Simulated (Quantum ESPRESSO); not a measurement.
Crystal: BaTiO3.

```xyz
5
Lattice="2.8274 1.6324 2.3184 -2.8274 1.6324 2.3184 0.0000 -3.2648 2.3184" Properties=species:S:1:pos:R:3 pbc="T T T"
Ba    0.0000    0.0000    0.0000
Ti    0.0000    0.0000    3.3698
O     1.3885   -0.8017    2.3988
O    -1.3885   -0.8017    2.3988
O     0.0000    1.6033    2.3988
```

Base run:

- Program: Quantum ESPRESSO 7.5
- Functional: PBEsol
- Potentials or basis: GBRV 1.5 PBEsol
- Cutoff: 612 eV
- Density cutoff: 4898 eV
- k mesh: 7 × 7 × 7
- Occupations: fermi-dirac, width 0.05 eV
- Spin: no spin polarisation

Its results: band gap on the k mesh 2.44 eV, indirect (least direct gap 2.75 eV); pressure -0.2 GPa; largest force 0.130 eV/Å.

Question: The run is repeated on the same cell with these changes: functional from PBEsol to PBE; potentials or basis from GBRV 1.5 PBEsol to SG15 PBE 1.2; cutoff from 612 eV to 1197 eV; density cutoff from 4898 eV to 4789 eV. What comes out?

Answer: Band gap on the k mesh 2.53 eV, indirect (least direct gap 2.83 eV); pressure 5.1 GPa; largest force 0.238 eV/Å.

Caveats: spin-orbit coupling is left out, which moves the levels of the heavy elements.

A k mesh can miss the band edges.
